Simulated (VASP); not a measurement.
# AlAs (F-43m) in VASP: further runs, part 2 of 2

VASP 6.6.1.

## 5. Relaxation of cell and atoms, PBEsol

This run uses another cell than the first one, of 22.67 Å³/atom, 0.992 times its volume.

File INCAR:

```
PREC = Accurate
ENCUT = 600
EDIFF = 1E-6
ISMEAR = 0
SIGMA = 0.03
LREAL = False
LASPH = True
NELM = 80
ALGO = Normal
ISIF = 3
LWAVE = False
LCHARG = False
GGA = PS
IBRION = 2
NSW = 90
EDIFFG = -0.01
KPAR = 8
```

File KPOINTS:

```
regular mesh
0
Gamma
  8 8 8
```

File POSCAR:

```
AlAs
1.0
    0.0000000000      2.8304000000      2.8304000000
    2.8304000000      0.0000000000      2.8304000000
    2.8304000000      2.8304000000      0.0000000000
Al As
1 1
Direct
    0.0000000000      0.0000000000      0.0000000000
    0.2500000000      0.2500000000      0.2500000000
```

Potentials or basis: VASP PAW PBE potentials, release 64 (Al, As).

The run is started by

```sh
$ cat potpaw_PBE.64/Al/POTCAR potpaw_PBE.64/As/POTCAR > POTCAR
$ mpirun -np 8 vasp_std > vasp.out
```

OUTCAR:

```text
PREC = Accurate
   ENCUT = 600
   EDIFF = 1E-6
   ISMEAR = 0
   LREAL = False
   LASPH = True
   NELM = 80
   ISIF = 3
   GGA = PS
   IBRION = 2
   NSW = 90
   EDIFFG = -0.01

 ion  position               nearest neighbor table
   1  0.000  0.000  0.000-   2 2.45   2 2.45   2 2.45   2 2.45
   2  0.250  0.250  0.250-   1 2.45   1 2.45   1 2.45   1 2.45

  LATTYP: Found a face centered cubic cell.
 ALAT       =     5.6608000000

  Lattice vectors:

 A1 = (   0.0000000000,   2.8304000000,   2.8304000000)
 A2 = (   2.8304000000,   0.0000000000,   2.8304000000)
 A3 = (   2.8304000000,   2.8304000000,   0.0000000000)

Analysis of symmetry for initial positions (statically):
=====================================================================
 Subroutine PRICEL returns:
 Original cell was already a primitive cell.

 Routine SETGRP: Setting up the symmetry group for a
 face centered cubic supercell.

 Subroutine GETGRP returns: Found 24 space group operations
[... 171 lines left out ...]
  FORCE on cell =-STRESS in cart. coord.  units (eV):
  Direction    XX          YY          ZZ          XY          YZ          ZX
  --------------------------------------------------------------------------------------
  -------------------------------------------------------------------------------------
  Total        0.2326517      0.2326517      0.2326517     -0.0000000      0.0000000      0.0000000
  in kB        8.2194623      8.2194623      8.2194623     -0.0000000      0.0000000      0.0000000
  external PRESSURE =       8.2194623 kB  Pullay stress =       0.0000000 kB
[... 59 lines left out ...]
--------------------------------------- Ionic step        3  -------------------------------------------

 number of electron       8.0000001 magnetization

 Free energy of the ion-electron system (eV)
  ---------------------------------------------------
  ext. energy  EPLUGINS =         0.00000000
  ---------------------------------------------------
  free energy    TOTEN  =       -10.06493621 eV

  energy without entropy =      -10.06493621  energy(sigma->0) =      -10.06493621

 E-fermi :   3.8681     XC(G=0):  -9.1529

 val. band max:        3.7082847655   @ k =   0.0000   0.0000   0.0000
 cond. band min:       5.0465055100   @ k =   0.5000   0.5000   0.0000
 fundamental gap:      1.3382207445
 Fermi energy:         3.8681211338

 k-point     1 :       0.0000    0.0000    0.0000
  band No.  band energies     occupation
      1      -8.1168      2.00000
      2       3.7083      2.00000
      3       3.7083      2.00000
      4       3.7083      2.00000
      5       5.6018      0.00000
      6       7.9525      0.00000
      7       7.9525      0.00000
      8       7.9525      0.00000
[... 243 lines left out ...]
 k-point    24 :      -0.3750    0.2500    0.1250
  band No.  band energies     occupation
      1      -6.4569      2.00000
      2      -1.5329      2.00000
      3       1.0195      2.00000
      4       2.1723      2.00000
      5       7.2939      0.00000
      6       7.8607      0.00000
      7      10.3076      0.00000
      8      11.2383      0.00000

 [... further k-points ...]
[... 5 lines left out ...]
  --------------------------------------------------------------------------------------
  -------------------------------------------------------------------------------------
  Total        0.0008354      0.0008354      0.0008354     -0.0000000      0.0000000     -0.0000000
  in kB        0.0291895      0.0291895      0.0291895     -0.0000000      0.0000000     -0.0000000
  external PRESSURE =       0.0291895 kB  Pullay stress =       0.0000000 kB
[... 17 lines left out ...]
  FREE ENERGIE OF THE ION-ELECTRON SYSTEM (eV)
  ---------------------------------------------------
  free  energy   TOTEN  =       -10.0649362116 eV

  energy  without entropy=      -10.0649362116  energy(sigma->0) =      -10.06493621

 reached required accuracy - stopping structural energy minimisation
```

OSZICAR:

```text
N       E                     dE             d eps       ncg     rms          rms(c)
DAV:   1     0.147716165288E+02    0.14772E+02   -0.33719E+03   464   0.854E+02
DAV:   2    -0.967970096254E+01   -0.24451E+02   -0.23592E+02   600   0.905E+01
DAV:   3    -0.103287001395E+02   -0.64900E+00   -0.64900E+00   576   0.198E+01
[... 19 lines left out ...]
DAV:   1    -0.100653388171E+02   -0.73652E-03   -0.10256E-02   520   0.576E-01    0.960E-02
DAV:   2    -0.100650160299E+02    0.32279E-03   -0.67878E-04   560   0.145E-01    0.447E-02
DAV:   3    -0.100649409633E+02    0.75067E-04   -0.29063E-04   512   0.849E-02    0.168E-02
DAV:   4    -0.100649366478E+02    0.43155E-05   -0.10640E-05   512   0.204E-02    0.942E-03
DAV:   5    -0.100649362116E+02    0.43622E-06   -0.12591E-06   288   0.683E-03
   3 F= -.10064936E+02 E0= -.10064936E+02  d E =-.128414E-02
```

CONTCAR:

```text
AlAs
   1.00000000000000
     0.0000000000000000    2.8408844733746474    2.8408844733746474
     2.8408844733746474    0.0000000000000000    2.8408844733746474
     2.8408844733746474    2.8408844733746474    0.0000000000000000
  Al              As
     1     1
Direct
     0.0000000000000000    0.0000000000000000    0.0000000000000000
     0.2500000000000000    0.2500000000000000    0.2500000000000000

  0.00000000E+00  0.00000000E+00  0.00000000E+00
  0.00000000E+00  0.00000000E+00  0.00000000E+00
```

Wall time 5.1 s (8 MPI ranks of AMD EPYC 9R45 (Zen 5), shared host); peak memory 0.18 GiB.

Results:

| Item | Value |
| --- | --- |
| Free energy | -10.0649 eV |
| Relaxed volume | 22.93 Å³/atom |
| Relaxed cell | a = 4.018 Å, b = 4.018 Å, c = 4.018 Å, α = 60.00°, β = 60.00°, γ = 60.00° |
| Space group after relaxing (to 0.05 Å) | F-43m (No. 216) |
| Energy gained by relaxing | 0.6 meV/atom |
| Ionic steps | 3 |
| Pressure after relaxing | 0.0 GPa |
| Band gap on the k mesh | 1.34 eV, indirect (least direct gap 1.89 eV) |

Step by step:
```csv
step,energy change (eV),largest force (eV/Å),pressure (GPa),volume (Å³)
1,0.0000,0.0000,0.82,45.35
2,-0.0010,0.0000,-0.41,46.12
3,-0.0013,0.0000,0.00,45.86
```

Final structure:
```
CELL_PARAMETERS angstrom
0.00000 2.84088 2.84088
2.84088 0.00000 2.84088
2.84088 2.84088 0.00000
ATOMIC_POSITIONS crystal
Al 0.00000 0.00000 0.00000
As 0.25000 0.25000 0.25000
```

Levels at points of the mesh, in eV from the valence-band top:
```
           k point  band 1  band 2  band 3  band 4  band 5  band 6  band 7  band 8
(0.00, 0.00, 0.00)  -11.83    0.00    0.00    0.00    1.89    4.24    4.24    4.24
(0.50, 0.00, 0.00)  -10.42   -5.55   -0.82   -0.82    2.04    4.62    4.62    7.56
(0.50, 0.50, 0.00)   -9.88   -5.40   -2.16   -2.16    1.34    2.22   10.20   10.20
```

Caveat: the PAW data sets were made with another functional, which shifts forces and pressure a little.
